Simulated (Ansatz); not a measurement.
BeSe (zincblende), relaxed with r2SCAN, was run in Ansatz under altered settings. All numbers are computed, without spin polarisation but where a row says otherwise.

```yaml
crystal:
  lattice:
    - [0.00000, 2.58104, 2.58104]
    - [2.58104, 0.00000, 2.58104]
    - [2.58104, 2.58104, 0.00000]
  atoms:
    - { symbol: Be, position: [0.00000, 0.00000, 0.00000] }
    - { symbol: Se, position: [0.25000, 0.25000, 0.25000] }
```

The base run's other keys:
```yaml
kpoints:
  mp_grid: { grid: [4, 4, 4] }
hamiltonian:
  xc: hse06
scf:
  occupations: { method: fixed }
  n_extra_bands: 4
```

It takes 11 iterations with 645 plane waves at 420 eV and 8 k points, and leaves a mean stress of -0.24 GPa. The gap over this mesh is 3.499 eV.

Outcomes, with energy and stress as changes against the base:
```
                                 setting    outcome  ΔF (meV/atom)  Δ mean stress (GPa)  gap on the mesh (eV)  iterations
PBE hybrid, exx coeff 0.5, omega 0.3 1/Å  converged              –                 -1.0                 3.998          15
                   hamiltonian.xc: wpbeh  converged              –                 +0.6                 3.490          11
PBE hybrid, exx coeff 0.4, omega 0.5 1/Å  converged              –                  0.0                 3.290          11
               scf.exx.ecutfock_ratio: 1  converged           +2.5                  0.0                 3.499          11
                 basis.ecutrho_ratio: 12  converged            0.0                  0.0                 3.499          11
```
A dash marks a value that wasn't obtained or can't be compared. Stress is positive in compression.

- PBE hybrid, exx coeff 0.5, omega 0.3 1/Å. That is 50 % exact exchange, screened with ω = 0.3 1/Å, against HSE06's 25 % screened at 0.208 1/Å. The mean stress moves by -1.0 GPa and the gap on the mesh by +0.499 eV (to 3.998). Totals of different functionals aren't comparable.
- hamiltonian.xc: wpbeh. The mean stress moves by +0.6 GPa and the gap on the mesh by -0.009 eV (to 3.490). It's another functional on the same cell, so totals aren't comparable.
- PBE hybrid, exx coeff 0.4, omega 0.5 1/Å. That is 40 % exact exchange, screened with ω = 0.5 1/Å, against HSE06's 25 % screened at 0.208 1/Å. The mean stress moves by 0.0 GPa and the gap on the mesh by -0.209 eV (to 3.290). Totals of different functionals aren't comparable.
- scf.exx.ecutfock_ratio: 1. The free energy moves by +2.5 meV an atom, the mean stress by 0.0 GPa and the gap on the mesh by 0.000 eV (to 3.499). The result is sensitive to this setting.

Within 1 meV an atom, 0.1 GPa and 0.005 eV of the base stay: basis.ecutrho_ratio: 12.

The runs are scalar-relativistic, without spin-orbit coupling.

The program warns that its thresholds are loose for a hybrid's stress.

The meshes of the hybrids are coarse, so their gaps aren't converged to the digits shown.
